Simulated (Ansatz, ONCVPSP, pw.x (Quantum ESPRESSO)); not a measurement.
## nitrogen: one change to the ONCV potential, in the atom and in the bcc crystal

N (Z = 7), optimised norm-conserving Vanderbilt (ONCV), made with ONCVPSP 4.0.1.1 (patched build) (PBE, scalar-relativistic). Core [He], reference 2s2 2p3. Waves: 2s: rc 0.85 bohr, ncon 5, nbas 10, qcut 9.2 1/bohr, 1 projector; 2p: rc 2.05 bohr, ncon 3, nbas 6, qcut 8.5 1/bohr, 2 projectors, debl 2.2 Ha; d scattering state at 0.12 Ha: rc 2.15 bohr, ncon 4, nbas 8, qcut 4.8 1/bohr, 2 projectors, debl 3.9 Ha. Local part: polynomial inside 0.75 bohr (lpopt 3, dvloc0 0 Ha). Core correction: Teter function, fcfact 2.5, rcfact 1.1.

Change: reference 2s2 2p1.

Cutoffs, loose and tight: the cutoffs (Ha) at which the residual kinetic energy of the hardest occupied pseudo-wave falls to 1 and 0.1 mHa per electron. They do not see the model core or the augmentation charge, which bear on the density cutoff. Test errors are all-electron minus pseudo excitation energies from the reference, over the configurations 2s2 2p2; 2s2 2p1; 2s2 2p0; 2s1 2p0; variants that change the core or the reference have their own tests.

Crystal test: bcc N in pw.x 7.5, no spin, 18³ k-points, Fermi–Dirac smearing 0.01 Ry, cutoffs set for each file from its atomic test. The reference is all-electron LAPW (Ansatz 0.2.0) with the same functional, mesh and smearing; V0 and B0 come from Birch–Murnaghan fits to the pressures at five volumes. Errors are pseudo minus all-electron; Δ is the rms difference of the E(V) curves that follow from these fits, minima aligned, over ±6 % about the mean V0. Mesh and smearing are coarse, so the numbers serve the comparison and aren't converged zero-temperature values; the lattice is a test structure that the element need not adopt. Spin polarisation is left out.

All-electron: a0 = 2.438 Å (V0 = 7.24 Å³/atom), B0 = 184.8 GPa.

Problem. Does the change bring the crystal closer to the all-electron result?

Solution. The mean pressure error goes from -0.24 to -4.22 GPa, so the change moves the solid further from the all-electron pressures. At 80 % of its cutoff the pressure of the base moves by -1.75 GPa.

```csv
quantity,base,changed
outcome (atom),generated,"generated, projector energies reset by the program"
"cutoff, loose (atom)",30 Ha,32 Ha
"cutoff, tight (atom)",39 Ha,41 Ha
bound ghosts (atom),none,none
largest test error (meV) (atom),+1603 over the solved tests; 1 of 4 tests not solved or not reliable,+476
cutoffs in pw.x (Ry),90/360,95/380
a0 (Å),2.437,2.419
a0 error (%),-0.04,-0.77
B0 error (%),-1.1,+2.0
Δ (meV/atom),0.4,6.8
mean pressure error (GPa),-0.24,-4.22
```

Base: The largest radius (2.15 bohr) exceeds half the bond length (2.00 bohr), so the spheres overlap, which is one possible source of error among others. Atomic configuration tests: 1 of 4 tests not solved or not reliable. Changed file: The largest radius (2.15 bohr) exceeds half the bond length (2.00 bohr), so the spheres overlap, which is one possible source of error among others. This is a poor potential for the solid.
